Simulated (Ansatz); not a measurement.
GaN (F-43m) from a database of computed structures, relaxed with r2SCAN in Ansatz 0.2.0: the symmetry is F-43m (No. 216, cubic); a = 4.498 Å in the conventional setting, 11.37 Å³ an atom. Ga has 4 N at 1.95 Å; N has 4 Ga at 1.95 Å. The cell was then strained (x, y and z are the cube axes), with the atoms relaxed again; stress is positive in compression. No spin polarisation and no zero-point or thermal motion.

- Uniaxial -0.86 % along x, other directions held: r2SCAN's stress changes by +2.46 GPa along the strain and +1.35 GPa across it.
- Isotropic -0.54 % on every length: the pressure changes by +3.31 GPa, and the HSE06 gap (Γ) goes from 3.005 to 3.124 eV.

Estimate C₁₁, C₁₂ and the bulk modulus from the uniaxial step.
With compression positive, C₁₁ ≈ −Δσ∥/ε = (-2.46)/(-0.0086) = 286 GPa and C₁₂ ≈ (-1.35)/(-0.0086) = 157 GPa; B = (C₁₁ + 2C₁₂)/3 = 200 GPa. A one-sided step carries third-order terms: it reads high by some per cent.

What bulk modulus does the isotropic step give?
Δ ln V = 3 ln(0.9946) = -0.0162, so B ≈ −ΔP/Δ ln V = 204 GPa, against 200 GPa from C₁₁ and C₁₂; one-sided steps of finite size carry third-order terms.

Give the volume deformation potential of that gap and its pressure coefficient.
a_V = ΔE_g/Δ ln V = (+0.119)/(-0.0162) = -7.33 eV; dE_g/dP = −a_V/B = +36 meV/GPa, with HSE06's gap and r2SCAN's modulus.

The meshes of the hybrids are coarse, so their gaps aren't converged to the digits shown.
